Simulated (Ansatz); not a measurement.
Runs of Ansatz 0.2.0 on Re. Symmetry: P6_3/mmc, No. 194, hexagonal system. The conventional cell has a = 2.766 Å, b = 2.766 Å, c = 8.939 Å, α = 90.00°, β = 90.00°, γ = 120.00°. Around Re (site symmetry -6m2) lie 12 Re at 2.75 to 2.77 Å. Re (site symmetry -3m) is surrounded by 12 Re at 2.75 to 2.77 Å. 

| level | pressure (GPa) | relaxed volume (Å³/atom) |
| --- | --- | --- |
| revPBE+D3(BJ) | 0.0 | 14.53 |
| RPBE+D4 | 0.0 | (a) |
| RPBE+D3(BJ) | 0.0 | 13.42 |
| PBEsol+D4 | 0.0 | (b) |
| PBEsol+D3(BJ) | 0.0 | 14.26 |
| PBE+D4 | 0.0 | 14.66 |

Alike in all rows: task relaxation of cell and atoms; potentials or basis Ansatz PAW; no spin polarisation; cell relaxed; k mesh 11 × 11 × 3; cutoff (eV) 420; smearing fermi-dirac 0.05 eV.

Problem. Estimate the missing entries.

Solution. (a) 14.59; (b) 14.39.

Caveats: the plane-wave basis is chosen anew once the cell has moved, so the energies of steps on either side of that aren't comparable; the PAW data sets come from PBE, with cores solved anew for the run's functional, which leaves a small shift of forces and pressure (some runs).
